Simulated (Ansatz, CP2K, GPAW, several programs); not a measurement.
**What each method gives for ScAlN₂ (ordering on rocksalt)**

ScAlN₂, ordered on the rocksalt lattice (R-3m) with 4 atoms a cell, relaxed with r2SCAN in Ansatz, was computed with several methods. It is trigonal, R-3m (No. 166); conventional cell a = 3.037 Å, c = 14.746 Å, 9.82 Å³ an atom. Around Sc lie 6 N at 2.20 Å; around Al lie 6 N at 2.09 Å; around N lie 3 Al at 2.09 Å and 3 Sc at 2.20 Å. No spin polarisation. The prototype was imposed, so other structures may be more stable.

```cif
data_structure
_symmetry_space_group_name_H-M 'R-3m:H'
_symmetry_Int_Tables_number 166
_cell_length_a 3.0369
_cell_length_b 3.0369
_cell_length_c 14.7462
_cell_angle_alpha 90.000
_cell_angle_beta 90.000
_cell_angle_gamma 120.000
_cell_volume 117.78
loop_
_atom_site_label
_atom_site_type_symbol
_atom_site_symmetry_multiplicity
_atom_site_Wyckoff_symbol
_atom_site_fract_x
_atom_site_fract_y
_atom_site_fract_z
_atom_site_occupancy
Sc1 Sc 3 a 0.00000 0.00000 0.00000 1
Al1 Al 3 b 0.66667 0.33333 0.83333 1
N1 N 6 c 0.33333 0.66667 0.90998 1
```

Gaps and times are for a single point on this cell; volume and bulk modulus come from each method's own relaxation or energy curve at fixed shape, which is too stiff where a cell has free coordinates or axes. Times are rough, from shared hosts (Arm Neoverse V1), and each method has its own mesh and cell size. A double dagger marks a value from a curve with shape and coordinates held. Gaps from k meshes are read at a limited set of points (mesh, symmetry points, PBE's band edges), so each method's own least gap may be somewhat smaller. Minimal bases can be far off for gaps. GLLB-SC's gap includes the derivative discontinuity. d marks a direct gap, i an indirect one (no mark: not told apart), a dash a value that wasn't computed or didn't pass its checks.

```csv
method,kind,gap (eV),own volume (Å³/atom),bulk modulus (GPa),atoms computed,processor time
light PBE (260 eV and a coarse mesh),light plane-wave,0.66 i,–,–,4,0.99 s
PBE,semilocal,0.76 i,9.98,220‡,4,5.9 s
r2SCAN,semilocal,1.18 i,9.82,239‡,4,13 s
PBE/single zeta (GPAW),small basis,0.75 i,–,–,4,56 s
PBE/SZV (CP2K),small basis,0.43 i,10.10‡,221‡,4,57 s
GLLB-SC (GPAW),model potential,2.17,–,–,4,79 s
PBE/DZVP (CP2K),small basis,0.72 i,9.97‡,219‡,4,2.1 min
```

Against r2SCAN (1.18 eV) and with closed or daggered gaps left aside, the nearest gap at the points sampled is that of PBE (-0.42 eV) and the farthest that of GLLB-SC (GPAW) (+0.99 eV). r2SCAN is only a yardstick of convenience: semilocal gaps usually lie below measured ones, which GLLB-SC and hybrids aim to mend.

Volumes against r2SCAN's: PBE +1.6 %.
